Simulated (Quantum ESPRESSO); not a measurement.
BeTe: equation of state with LDA

BeTe:

```
CELL_PARAMETERS angstrom
0.00000 2.77000 2.77000
2.77000 0.00000 2.77000
2.77000 2.77000 0.00000
ATOMIC_POSITIONS crystal
Te 0.75000 0.75000 0.75000
Be 0.00000 0.00000 0.00000
```

| Quantity | Value |
| --- | --- |
| Program | Quantum ESPRESSO 7.5 |
| Task | equation of state |
| Functional | LDA |
| Potentials or basis | PseudoDojo 0.4.1 SR LDA standard |
| Cutoff | 1197 eV |
| Density cutoff | 4789 eV |
| k mesh | 8 × 8 × 8 |
| Occupations | fermi-dirac, width 0.05 eV |
| Spin | no spin polarisation |

- Equilibrium volume: 21.44 Å³/atom
- Bulk modulus: 64 GPa
- Pressure derivative of the bulk modulus: 4.0

Energy against volume, from the lowest point:
| volume (Å³/atom) | energy (meV/atom) |
| --- | --- |
| 19.979 | 22.12 |
| 20.404 | 10.59 |
| 20.829 | 3.36 |
| 21.254 | 0.00 |
| 21.679 | 0.16 |
| 22.104 | 3.50 |
| 22.529 | 9.73 |

All runs of the series together: 3.2 min on 1 thread of Intel(R) Xeon(R) Processor @ 2.70GHz, with other jobs on the host.

The run has no spin-orbit coupling, so splittings on Te are missing.
